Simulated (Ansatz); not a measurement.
**PbF2 with a Pb vacancy: gradients before and after relaxing the atoms**

Start: a supercell of PbF2 (space group Pnma) built from an entry of the Crystallography Open Database (COD), with all atoms left at the host's positions.

```cif
data_Pb7F16
_symmetry_space_group_name_H-M 'Cm'
_symmetry_Int_Tables_number 8
_cell_length_a 12.8538
_cell_length_b 7.7820
_cell_length_c 9.9805
_cell_angle_alpha 90.000
_cell_angle_beta 130.087
_cell_angle_gamma 90.000
loop_
_atom_site_label
_atom_site_type_symbol
_atom_site_symmetry_multiplicity
_atom_site_Wyckoff_symbol
_atom_site_fract_x
_atom_site_fract_y
_atom_site_fract_z
Pb1 Pb 2 a 0.4455 0.0000 0.8970
Pb2 Pb 4 b 0.3045 0.2500 0.1030
Pb4 Pb 4 b 0.7015 0.7500 0.3970
Pb6 Pb 2 a 0.0485 0.0000 0.6030
Pb7 Pb 2 a 0.0485 0.5000 0.6030
F8 F 2 a 0.2615 0.0000 0.9150
F9 F 2 a 0.2615 0.5000 0.9150
F10 F 4 b 0.4885 0.7500 0.0850
F12 F 4 b 0.9035 0.7500 0.4150
F14 F 2 a 0.8465 0.0000 0.5850
F15 F 2 a 0.8465 0.5000 0.5850
F16 F 2 a 0.6925 0.0000 0.1860
F17 F 2 a 0.1925 0.0000 0.1860
F18 F 4 b 0.5575 0.2500 0.8140
F20 F 4 b 0.2435 0.2500 0.6860
F22 F 2 a 0.0065 0.0000 0.3140
F23 F 2 a 0.5065 0.0000 0.3140
```

One atom of each set is listed; the run and its k-mesh use a cell of 23 atoms with edges of 8.57, 9.98, 7.51 Å.

Computed with Ansatz: DFT, PBE, plane waves and PAW, scalar-relativistic, 420 eV cutoff, Γ-centred 3×3×3 k-points, Fermi–Dirac smearing 0.01 eV, cell charge -2.

The largest force at the start is 1.3 eV/Å. Relaxing the ions at fixed cell moves them by 0.427 Å at most (atom 20, F) and 0.234 Å rms. End positions:

Pb1 (0.4472, 0.0000, 0.8925)
Pb2 (0.3007, 0.2491, 0.1040)
Pb4 (0.6902, 0.7461, 0.3899)
Pb6 (0.0430, 0.0000, 0.6141)
Pb7 (0.0756, 0.5000, 0.6320)
F8 (0.2648, 0.0000, 0.9272)
F9 (0.2810, 0.5000, 0.9394)
F10 (0.4806, 0.7725, 0.0751)
F12 (0.9091, 0.7539, 0.4337)
F14 (0.8246, 0.0000, 0.5610)
F15 (0.8401, 0.5000, 0.5657)
F16 (0.6915, 0.0000, 0.1553)
F17 (0.2140, 0.0000, 0.1733)
F18 (0.5691, 0.2220, 0.8273)
F20 (0.2033, 0.2310, 0.6463)
F22 (0.0289, 0.0000, 0.3429)
F23 (0.5378, 0.0000, 0.3471)

```csv
site,moved (Å),first shell before,first shell after,V_zz before (10²¹ V/m²),η before
Pb1,0.062,9 F at 2.48–2.84 Å,9 F at 2.37–3.03 Å,-7.53,0.73
Pb2,0.056,9 F at 2.48–2.84 Å,9 F at 2.44–3.07 Å,7.93,0.97
Pb4,0.117,9 F at 2.48–2.84 Å,7 F at 2.45–2.63 Å,-12.73,0.03
Pb6,0.165,9 F at 2.48–2.84 Å,9 F at 2.43–2.90 Å,6.35,0.59
Pb7,0.274,9 F at 2.48–2.84 Å,9 F at 2.44–2.65 Å,-10.47,0.14
F9,0.208,3 Pb at 2.49–2.51 Å,3 Pb at 2.44–2.46 Å,-4.73,0.60
F10,0.194,3 Pb at 2.48–2.51 Å,3 Pb at 2.37–2.51 Å,-4.50,0.23
F12,0.153,4 Pb at 2.48–2.51 Å,4 Pb at 2.43–2.64 Å,1.30,0.45
F14,0.224,3 Pb at 2.48–2.51 Å,3 Pb at 2.45–2.50 Å,-3.03,0.77
F15,0.153,4 Pb at 2.48–2.51 Å,4 Pb at 2.47–2.65 Å,1.36,0.34
F16,0.299,5 Pb at 2.57–2.84 Å,5 Pb at 2.48–3.07 Å,1.49,0.82
F17,0.371,4 Pb at 2.81–2.84 Å,4 Pb at 2.54–3.05 Å,-5.42,0.24
F18,0.249,4 Pb at 2.57–2.84 Å,4 Pb at 2.44–2.90 Å,-3.15,0.70
F20,0.427,4 Pb at 2.57–2.84 Å,4 Pb at 2.46–3.03 Å,2.24,0.71
F22,0.243,5 Pb at 2.57–2.84 Å,5 Pb at 2.59–3.02 Å,-1.95,0.68
F23,0.316,5 Pb at 2.57–2.84 Å,5 Pb at 2.56–3.07 Å,-1.50,0.94
```

Q: What are V_zz and η after the relaxation?

A: 

```
site  V_zz after  η after  change of V_zz
 Pb1      -11.50     0.75           -3.97
 Pb2       -7.45     0.34               –
 Pb4       -5.31     0.58           +7.42
 Pb6        8.48     0.31               –
 Pb7       -9.78     0.58           +0.69
  F9       -4.71     0.37           +0.02
 F10       -4.43     0.91           +0.07
 F12        1.47     0.72           +0.17
 F14       -3.33     0.28           -0.30
 F15       -2.35     0.60               –
 F16       -1.07     0.71           -2.56
 F17       -5.12     0.24           +0.30
 F18       -2.56     0.52           +0.59
 F20       -2.59     0.63               –
 F22       -1.56     0.30               –
 F23        1.33     0.74               –
```

The largest change of V_zz along a kept axis is on Pb4, from -12.73 to -5.31. In per cent, |V_zz| changes by -58 to +53 on Pb, -19 to +14 on F (all sites that start above 0.5, bar those whose gradient vanishes or changes sign or whose main axis turns by over 40°). Where |V_zz| stays above 0.1 and the axes keep their order, η moves most on F10, from 0.23 to 0.91. On Pb7, F17, F18, F14, F12 V_xx and V_yy change places (or their axes turn by over 50°), so the two values of η hide a larger change. V_zz changes sign on F16 (same axis). On Pb2, Pb6, F20, F22, F23, F15, F8 (not all in the table) the largest principal value lies along another axis in the second run, so the two V_zz can't be compared directly. The table leaves out 1 of the 17 sites, with |V_zz| up to 1.71; their tensors move by 1.56 at most along any direction. The statements above cover all sites. The host's own positions weren't relaxed first, so part of the change far from the defect can be the host's relaxation.

The defect repeats with the cell of 23 atoms, so it feels its images: sites between two images don't show the values beside a lone defect, and zeros or small values of η there can come from the images' arrangement. F and Pb carry a gradient in the pure host already, so the values there aren't the defect's effect alone. A uniform background compensates the cell's charge. Spin–orbit coupling is left out, which shifts gradients on Pb by a few per cent, and by more where contributions nearly cancel.
Before: The neighbours have not yet relaxed around the defect (largest force 1.3 eV/Å), so a real crystal will differ.
